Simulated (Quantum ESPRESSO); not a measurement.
Lu under changes of volume

One of the cells (29.847 Å³/atom); the others are scaled copies at fixed shape and fractional positions:

```
Lu
1.0
    -1.95411    1.95411    1.95411
     1.95411   -1.95411    1.95411
     1.95411    1.95411   -1.95411
Lu
1
Direct
  0.00000 0.00000 0.00000
```

This isn't the form of Lu at room conditions, which is hcp.

* Program: Quantum ESPRESSO 7.5
* Functional: PBE
* Potentials or basis: SSSP 1.3 efficiency PBE
* Cutoff: 748 eV
* Density cutoff: 5987 eV
* k mesh: 10 × 10 × 10
* Occupations: fermi-dirac, width 0.05 eV
* Spin: no spin polarisation

| volume (Å³/atom) | energy over the lowest point (meV/atom) | pressure (GPa) |
| --- | --- | --- |
| 28.056 | 11.08 | 2.4 |
| 28.653 | 3.61 | 1.4 |
| 29.250 | 0.05 | 0.4 |
| 29.847 | 0.00 | -0.5 |
| 30.444 | ? | ? |
| 31.041 | 9.23 | -2.1 |
| 31.638 | 17.99 | -2.8 |

Problem. What does the run at 30.444 Å³/atom give?

Solution. Energy over the lowest point 3.18 meV/atom; pressure -1.3 GPa.

Worked out: A Birch-Murnaghan fit of order 3 (a polynomial in V^(-2/3)) to the other rows has its minimum at 29.56 Å³/atom with B0 = V·E''(V) = 45 GPa and B' = 3.7. It gives 3.15 meV/atom at 30.444 Å³/atom, against the run's 3.18, and -dE/dV = -1.3 GPa, against -1.3.

Energies are extrapolated to zero smearing.
